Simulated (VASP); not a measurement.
# BaTe: restarted molecular dynamics, 2 variants

BaTe, Fm-3m (no. 225), 8 atoms in the cell. PBE, molecular dynamics; PAW potentials Ba_sv, Te (PBE set).

| Restart from | Temperature at the end (K) | The same without a restart (K) | Potential energy at the end (eV/atom) | The same without a restart (eV/atom) | Electronic steps in the first step after the restart | Time (s) |
|---|---|---|---|---|---|---|
| CONTCAR with velocities, WAVECAR read | 1249.0 | 1249.0 | -4.17063 | -4.17062 | 4 | 218 |
| CONTCAR with velocities, no WAVECAR | 1249.0 | 1249.0 | -4.17063 | -4.17062 | 14 | 215 |

Limits: 240 fs of 8 atoms are too short for converged averages.

## Input of the first row

INCAR.step1:
```
SYSTEM = BaTe
GGA = PE
PREC = Normal
ENCUT = 200
EDIFF = 1E-6
NELMIN = 4
NELM = 60
ALGO = Normal
LREAL = Auto
LASPH = .True.
ISMEAR = 0
SIGMA = 0.05
ISYM = 0
LWAVE = .True.
LCHARG = .False.
IBRION = 0
NSW = 30
POTIM = 4.0
TEBEG = 1600
ISIF = 2
RANDOM_SEED = 882490 0 0
MDALGO = 4
NHC_NCHAINS = 3
NHC_PERIOD = 30
KPAR = 2
```

INCAR.step2, as INCAR.step1 but for:
```
- LWAVE = .True.
+ LWAVE = .False.
```

KPOINTS:
```
k-points
0
Monkhorst-Pack
  2 2 2
```

POSCAR.step1:
```
BaTe
1.0
    6.8200000000      0.0000000000      0.0000000000
    0.0000000000      6.8200000000      0.0000000000
    0.0000000000      0.0000000000      6.8200000000
Ba Te
4 4
Direct
    0.0000000000      0.0000000000      0.0000000000
    0.0000000000      0.5000000000      0.5000000000
    0.5000000000      0.0000000000      0.5000000000
    0.5000000000      0.5000000000      0.0000000000
    0.5000000000      0.0000000000      0.0000000000
    0.5000000000      0.5000000000      0.5000000000
    0.0000000000      0.0000000000      0.5000000000
    0.0000000000      0.5000000000      0.0000000000
```

Commands (each step's output is kept before the next begins):
```
cat potpaw_PBE.64/Ba_sv/POTCAR potpaw_PBE.64/Te/POTCAR > POTCAR
cp INCAR.step1 INCAR
cp POSCAR.step1 POSCAR
mpirun -np 2 vasp_std > vasp.out
cp CONTCAR POSCAR
cp INCAR.step2 INCAR
mpirun -np 2 vasp_std > vasp.out
```

Changes of the last row against the first:
```
(step 1)
- LWAVE = True
+ LWAVE = False
```

VASP 6.6.1 took 218 s on 2 cores (AMD EPYC 7R43 (Zen 3)), a shared host.
